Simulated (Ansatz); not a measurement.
# FeCo: how the settings move a single-point run

Aim: see which settings change the result for FeCo, by how much, and at what cost.

Method: reference: DFT, PBE, PAW with Ansatz's default frozen-core files, scalar-relativistic, in Ansatz 0.2.0.

## (1) The structure to begin with

Symmetry: Pm-3m, No. 221, cubic system. The conventional cell has a = 2.833 Å, b = 2.833 Å, c = 2.833 Å, α = 90.00°, β = 90.00°, γ = 90.00°. Fe (site symmetry m-3m) is surrounded by 8 Co at 2.45 Å. Co (site symmetry m-3m) is surrounded by 8 Fe at 2.45 Å.

Coordinates:

```cif
data_structure
_symmetry_space_group_name_H-M 'P 1'
_symmetry_Int_Tables_number 1
_cell_length_a 2.8330
_cell_length_b 2.8330
_cell_length_c 2.8330
_cell_angle_alpha 90.000
_cell_angle_beta 90.000
_cell_angle_gamma 90.000
_cell_volume 22.74
loop_
_atom_site_label
_atom_site_type_symbol
_atom_site_fract_x
_atom_site_fract_y
_atom_site_fract_z
_atom_site_occupancy
Fe1 Fe 0.50000 0.50000 0.50000 1
Co1 Co 0.00000 0.00000 0.00000 1
```

## (2) Reference

Contents of input.yaml:

```yaml
crystal:
  lattice:
    - [2.8329904615, 0.0, 0.0]
    - [0.0, 2.8329904615, 0.0]
    - [0.0, 0.0, 2.8329904615]
  atoms:
    - { symbol: Fe, position: [0.5, 0.5, 0.5], spin: 3.0 }
    - { symbol: Co, position: [0.0, 0.0, 0.0], spin: 2.0 }
magnetization:
  spin_polarized: true
kpoints:
  mp_grid: { grid: [11, 11, 11] }
scf:
  occupations: { method: fermi_dirac, width: 0.05 }
hamiltonian:
  xc: pbe
  pseudopotentials: { kind: paw }
output:
  forces: true
  stress: true
  eigenvalues: true
  efg: { contact_densities: true }
  write_density: true
  write_potential: true
  elf: true
  volumetric_format: npy
```

Launch:

```sh
ansatz run input.yaml --threads 1 --pin off --max-ram 3072MiB --backend cpu --events-out ev --progress --plain --runs-dir out
```

## (3) Variant: mp_grid.shift [0.5, 0.5, 0.5], xc_grid 2

input.yaml: that of step 2 with these lines changed.

```diff
@@ -11,3 +11,3 @@
 kpoints:
-  mp_grid: { grid: [11, 11, 11] }
+  mp_grid: { grid: [11, 11, 11], shift: [0.5, 0.5, 0.5] }
 scf:
@@ -22,5 +22,3 @@
   efg: { contact_densities: true }
-  write_density: true
-  write_potential: true
-  elf: true
-  volumetric_format: npy
+basis:
+  xc_grid: 2
```

## (4) Changed: ecutwfc 800 eV

input.yaml: that of step 2 with these lines changed.

```diff
@@ -22,5 +22,3 @@
   efg: { contact_densities: true }
-  write_density: true
-  write_potential: true
-  elf: true
-  volumetric_format: npy
+basis:
+  ecutwfc: "800 eV"
```

What does the calculation give? Wanted: for each run, ending; energy change; pressure; abs. moment; force.

As calculated:

```csv
run,ending,energy change,pressure (GPa),abs. moment (μB),force (eV/Å),cycles,time
reference,converged,0,2.2,4.75,0.00,12,9.2 s
"1: mp_grid.shift [0.5, 0.5, 0.5], xc_grid 2",converged,+0.3 meV/atom,2.9,4.80,0.00,11,8 s
2: ecutwfc 800 eV,converged,-4.5 meV/atom,2.1,4.75,0.00,11,14 s
```

Times don't compare one to one where runs were asked for different outputs or read a saved state (see the inputs); cycles may leave out searches for a lower state.

Residual by cycle in the longest SCF loop of each run; runs are numbered as in the table. The quantity is the density residual dr2, in eV.

```csv
cycle,reference,run 1,run 2
1,2.08,2.06,2.11
2,0.247,0.243,0.255
3,0.0559,0.0527,0.0515
4,0.226,0.227,0.225
5,0.0169,0.0194,0.0204
6,1.5e-4,6.0e-4,0.00101
7,3.2e-5,9.2e-5,6.5e-5
8,3.4e-6,1.4e-5,1.5e-5
9,7.7e-7,9.4e-7,1.4e-7
10,1.1e-7,2.9e-9,1.4e-8
11,1.0e-9,8.0e-9,1.8e-9
12,4.8e-9,-,-
```

Of the converged runs whose energies compare with the reference's, «ecutwfc 800 eV» moves the energy most (-4.5 meV/atom) and «mp_grid.shift [0.5, 0.5, 0.5], xc_grid 2» least (+0.3 meV/atom). The pressure spans 2.1 to 2.9 GPa over the reference and the converged variants.
